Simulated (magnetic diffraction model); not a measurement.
**Which magnetic order? TiVS4**

Space group P2_1/c (no. 14), a = 9.5000 Å, b = 5.7420 Å, c = 12.2430 Å, β = 129.95°.

| site | atom | x | y | z |
| --- | --- | --- | --- | --- |
| 4e | V | 0.3509 | 0.4770 | 0.0822 |
| 4e | Ti | 0.0996 | 0.4847 | 0.6806 |
| 4e | S | 0.8609 | 0.2429 | 0.9569 |
| 4e | S | 0.6311 | 0.2302 | 0.6042 |
| 4e | S | 0.3857 | 0.2530 | 0.2472 |
| 4e | S | 0.1281 | 0.2567 | 0.8541 |

The compound is invented for this exercise: a known structure type with other elements, its cell scaled to their sizes and not relaxed.

Only V is taken to order (form factors of V4+); orders and moment sizes are assumed, and not adapted to the symmetry. Radiation: neutrons of λ = 1.909 Å, 8° to 30°; isotropic B of 0.13 Å² (V), 0.15 Å² (Ti) and 0.15 Å² (S). Simulated constant-wavelength pattern: nuclear and magnetic terms add, the magnetic one as |2.695 fm × Σ f S⊥ exp(2πi Q·r) exp(−B s²)|², summed over all Q at one angle with the factor 1/(sin²θ cos θ). For collinear order S is the moment m, which repeats by lattice and centring translations R with the sign exp(−2πi k·R). Free-ion form factors, Sears's scattering lengths of 1992, no absorption; a label names one of the reflections at its angle. The strongest nuclear line in the range is 100, and lines under 0.2 are left out.

Above the ordering temperature:

```tsv
2θ (°)	index	I
15.06	(1 0 0)	100.0
22.48	(0 1 1)	20.6
22.49	(1 1 -1)	76.3
23.47	(0 0 2)	13.4
23.54	(2 0 -2)	4.5
24.44	(1 1 0)	3.1
26.35	(1 1 -2)	0.5
```

Below it (cell unchanged):

```tsv
2θ (°)	I
11.67	77.1
11.71	1.4
15.06	100.0
22.48	20.7
22.49	76.6
23.47	13.4
23.54	4.5
24.39	16.5
24.44	8.3
24.44	10.5
26.35	2.8
28.09	8.8
28.14	12.8
```

**Question.** Find the propagation vector, then choose among these models:
A. collinear moments along [010], 0.85 μB on V; signs + at (0.3509, 0.4770, 0.0822), − at (0.6491, 0.9770, 0.4178), − at (0.6491, 0.5230, 0.9178), + at (0.3509, 0.0230, 0.5822)
B. collinear moments along [010], 0.85 μB on V; signs + at (0.3509, 0.4770, 0.0822), − at (0.6491, 0.9770, 0.4178), + at (0.6491, 0.5230, 0.9178), − at (0.3509, 0.0230, 0.5822)
C. collinear moments along [110], 0.85 μB on V; signs + at (0.3509, 0.4770, 0.0822), − at (0.6491, 0.9770, 0.4178), + at (0.6491, 0.5230, 0.9178), − at (0.3509, 0.0230, 0.5822)
D. collinear moments along [110], 0.85 μB on V; signs + at (0.3509, 0.4770, 0.0822), − at (0.6491, 0.9770, 0.4178), − at (0.6491, 0.5230, 0.9178), + at (0.3509, 0.0230, 0.5822)

No line moves, and magnetic intensity falls on nuclear lines such as the one at 24.44°; new lines at (0 0 1), (1 0 -1) and (1 0 1) have whole indices that obey the lattice centring, at places with no nuclear intensity to speak of, so the magnetic cell equals the chemical primitive cell: k = 0.

Magnetic intensity, observed (below minus above) and for each model:

| 2θ (°) | index | observed | A | B | C | D |
| --- | --- | --- | --- | --- | --- | --- |
| 11.67 | (0 0 1) | 77.1 | <0.2 | 77.1 | 77.1 | <0.2 |
| 15.06 | (1 0 0) | <0.2 | 38.5 | <0.2 | <0.2 | 21.9 |
| 17.94 | (1 0 -2) | <0.2 | 34.2 | <0.2 | <0.2 | 23.8 |
| 19.14 | (0 1 0) | <0.2 | <0.2 | <0.2 | 25.0 | 0.5 |
| 22.49 | (1 1 -1) | 0.3 | 12.7 | 0.3 | 0.6 | 28.4 |
| 23.47 | (0 0 2) | <0.2 | 16.0 | <0.2 | <0.2 | 16.0 |
| 24.39 | (1 0 1) | 16.5 | <0.2 | 16.5 | 13.8 | <0.2 |
| 28.14 | (2 0 -3) | 12.8 | <0.2 | 12.8 | 6.4 | <0.2 |

Model B matches.

The absence at (1 0 0) is telling: the sublattices cancel there.

The structure used: k = (0 0 0), collinear moments along [010], 0.85 μB on V; signs + at (0.3509, 0.4770, 0.0822), − at (0.6491, 0.9770, 0.4178), + at (0.6491, 0.5230, 0.9178), − at (0.3509, 0.0230, 0.5822).

[Logs are printed without paths, hosts, clocks, repeated set-up lines and the standing remarks that a program may print on its own settings, such as how far it seeks lower states.]
